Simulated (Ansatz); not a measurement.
Sr:

```
Sr
1.0
    -3.70636    3.70636    2.02088
     3.70636   -3.70636    2.02088
     3.70636    3.70636   -2.02088
Sr
2
Cartesian
  0.0000 0.0000 0.0000
  0.0000 3.7064 1.0104
```

This isn't the form of Sr at room conditions, which is fcc.

Base run:

* Program: Ansatz 0.2.0
* Functional: RPBE
* Potentials or basis: all-electron LAPW, scalar-relativistic
* Cutoff: 94 eV (chosen from the basis error)
* Basis error allowed: 0.001 eV/atom
* k mesh: 8 × 8 × 8
* Occupations: gaussian, width 0.02 eV
* Spin: no spin polarisation

Its results: band gap on the k mesh none (metal or under the smearing width); pressure 0.7 GPa.

Task: The run is repeated on the same cell with these changes: functional from RPBE to LDA; occupations from gaussian, width 0.02 eV to gaussian, width 0.1 eV. What comes out?

Result: Band gap on the k mesh none (metal or under the smearing width); pressure -1.2 GPa.
